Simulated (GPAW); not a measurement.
The system is Sc.

```
Sc
1.0
     3.30900    0.00000    0.00000
    -1.65450    2.86568    0.00000
     0.00000    0.00000    5.27330
Sc
2
Direct
  0.66667 0.33333 0.75000
  0.33333 0.66667 0.25000
```

| Property | Result |
| --- | --- |
| Program | GPAW 26.7.0 |
| Task | relaxation of cell and atoms |
| Functional | PBE |
| Dispersion | D4 |
| Potentials or basis | GPAW PAW data sets (gpaw-data 1.2.1) |
| Cutoff | 600 eV |
| Basis | pw |
| k mesh | 7 × 7 × 4 |
| Occupations | fermi-dirac, width 0.05 eV |
| Spin | no spin polarisation |

At the start: pressure -2.6 GPa; volume 25.00 Å³/atom.

Task: Where does the relaxation end?

Result: Over 7 steps the energy falls by 14.5 meV/atom and the volume is 23.81 Å³/atom (-4.8 %); space group P6_3/mmc (No. 194, to 0.05 Å).

Step by step:
| step | energy change (eV) | largest force (eV/Å) | pressure (GPa) | volume (Å³) |
| --- | --- | --- | --- | --- |
| 1 | 0.0000 | 0.0000 | -2.57 | 50.00 |
| 2 | -0.0079 | 0.0005 | -2.16 | 49.58 |
| 3 | -0.0279 | 0.0004 | 0.37 | 47.29 |
| 4 | -0.0282 | 0.0010 | 0.18 | 47.44 |
| 5 | -0.0286 | 0.0000 | -0.02 | 47.61 |
| 6 | -0.0289 | 0.0002 | -0.11 | 47.67 |
| 7 | -0.0290 | 0.0002 | -0.05 | 47.62 |

Final structure:
```xyz
2
Lattice="3.2853 0.0000 0.0000 -1.6426 2.8451 0.0000 0.0000 0.0000 5.0950" Properties=species:S:1:pos:R:3 pbc="T T T"
Sc    1.6426    0.9484    3.8212
Sc    0.0000    1.8967    1.2738
```

Caveat: later steps reuse the first step's grids; pairwise dispersion overbinds metals, which lowers pressure and volume.
